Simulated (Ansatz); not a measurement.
Space group P-4m2 (No. 115). a = 3.139 Å, b = 3.139 Å, c = 4.422 Å, α = 90.00°, β = 90.00°, γ = 90.00°
| atom | site | symmetry | x | y | z |
| --- | --- | --- | --- | --- | --- |
| Al | 1c | -4m2 | 0.5000 | 0.5000 | 0.5000 |
| Ga | 1a | -4m2 | 0.0000 | 0.0000 | 0.0000 |
| N | 2g | 2mm. | 0.5000 | 0.0000 | 0.7391 |

Equation of state of this AlGaN$_{2}$ structure (not necessarily the ground state), with shape and atoms relaxed at each volume where symmetry leaves them free. Level of theory: Ansatz, DFT r2SCAN, scalar-relativistic, plane waves, PAW.

Plane waves to 500 eV, a k mesh through Γ of 8×8×6 on the computed 4-atom cell and Gaussian smearing (0.02 eV); no spin polarisation.

```json
{"V (Å³/atom)": "9.584", "E − E(largest V) (meV/atom)": "64.67", "P (GPa)": "33.68", "gap on mesh (eV)": "3.92"}
{"V (Å³/atom)": "9.910", "E − E(largest V) (meV/atom)": "6.90", "P (GPa)": "23.24", "gap on mesh (eV)": "3.90"}
{"V (Å³/atom)": "10.237", "E − E(largest V) (meV/atom)": "-31.14", "P (GPa)": "14.29", "gap on mesh (eV)": "3.85"}
{"V (Å³/atom)": "10.564", "E − E(largest V) (meV/atom)": "-52.25", "P (GPa)": "6.61", "gap on mesh (eV)": "3.61"}
{"V (Å³/atom)": "10.890", "E − E(largest V) (meV/atom)": "-58.82", "P (GPa)": "0.01", "gap on mesh (eV)": "3.37"}
{"V (Å³/atom)": "11.217", "E − E(largest V) (meV/atom)": "-52.90", "P (GPa)": "-5.66", "gap on mesh (eV)": "3.14"}
{"V (Å³/atom)": "11.544", "E − E(largest V) (meV/atom)": "-36.27", "P (GPa)": "-10.53", "gap on mesh (eV)": "2.92"}
{"V (Å³/atom)": "11.979", "E − E(largest V) (meV/atom)": "0.00", "P (GPa)": "-15.96", "gap on mesh (eV)": "2.65"}
```

Fit a third-order Birch–Murnaghan equation to E(V).

V0 = 10.89 Å³/atom, B0 = 203 GPa, B0' = 4.0.